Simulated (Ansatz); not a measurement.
Response of PbSe to small distortions

```xyz
2
Lattice="0.0000 3.1080 3.1080 3.1080 0.0000 3.1080 3.1080 3.1080 0.0000" Properties=species:S:1:pos:R:3 pbc="T T T"
Pb    0.0000    0.0000    0.0000
Se    3.1080    3.1080    3.1080
```

Atom numbers follow the list: Pb1, Se2.

The conventional cell has a = 6.216 Å, b = 6.216 Å, c = 6.216 Å, α = 90.00°, β = 90.00°, γ = 90.00°. Pb (atom 1) is surrounded by 6 Se at 3.11 Å. Se (atom 2) has 6 Pb at 3.11 Å as nearest neighbours.

The structure comes from a relaxation in the same program, started in the rocksalt type, and has space group Fm-3m. Whether it is a known phase or the ground state wasn't checked.

Spin–orbit coupling is left out, though it moves levels of the heavy atoms by tenths of an eV or more.

All numbers below come from Ansatz 0.2.0, DFT, PBE, all-electron LAPW, scalar-relativistic.

The runs use a Γ-centred 10×10×10 k mesh, Fermi–Dirac smearing of 0.03 eV, basis error target 0.5 meV/atom, no spin polarisation.

The unchanged cell is at 0.05 GPa.

x, y and z are the Cartesian axes of the cell as listed; fractional coordinates follow a strain, and an engineering shear is twice the off-diagonal strain component.

Task: With this change (xy engineering shear strain of -2 %), what becomes of the energy and stress and gap?

Result: Energy change under 1 meV/atom; stress change (xx, yy, zz, yz, xz, xy) 0.00, 0.00, -0.01, 0.00, 0.00, 0.35 GPa, compression positive; gap on the k mesh 0.43 → 0.34 eV.

Task: With this change (z strained by +4 % at fixed volume), what becomes of the energy and stress and gap?

Result: Energy change +21 meV/atom; stress change (xx, yy, zz, yz, xz, xy) 2.26, 2.26, -3.18, 0.00, 0.00, 0.00 GPa, compression positive; gap on the k mesh 0.43 → 0.35 eV.

Task: With this change (atom 2 (Se) moved by (0.1414, 0.1414, 0.0000) Å), what becomes of the energy and stress and forces and gap?

Result: Energy change +4 meV/atom; stress change (xx, yy, zz, yz, xz, xy) 0.73, 0.73, 0.05, 0.00, 0.00, 0.18 GPa, compression positive; change of the force on Se2 (-0.082, -0.082, 0.000) eV/Å; gap on the k mesh 0.43 → 0.50 eV.

Task: What force constant does this one finite step give for Se2 along its displacement (all its periodic images move with it)?

Result: k = −ΔF·u/|u|² = 0.58 eV/Å², so the force pulls the atom back.
